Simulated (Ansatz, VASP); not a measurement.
## Two plane-wave programs on ZnS

```
CELL_PARAMETERS angstrom
2.62872 2.62872 0.00000
-2.62872 2.62872 0.00000
0.00000 2.62872 2.62872
ATOMIC_POSITIONS crystal
Zn 0.75000 0.25000 0.50000
S 0.00000 0.00000 0.00000
```

Alike in both runs: functional LDA; k mesh 8 × 8 × 8; no spin polarisation.

Ansatz relaxed the structure, and its values are those at the end. VASP's run is a single point on that final structure, the one shown.

|  | VASP | Ansatz |
| --- | --- | --- |
| version | VASP 6.6.1 | Ansatz 0.2.0 |
| potentials or method | VASP PAW LDA potentials, release 64 (Zn, S) | PAW with Ansatz's default frozen-core files, scalar-relativistic |
| plane-wave cutoff (eV) | 520 | 420 |
| occupations | gaussian, width 0.01 eV | fixed |
| valence electrons in the cell | 18 | 18 |

```csv
,VASP,Ansatz,Ansatz less VASP
pressure (GPa),2.3,2.0,-0.26
```
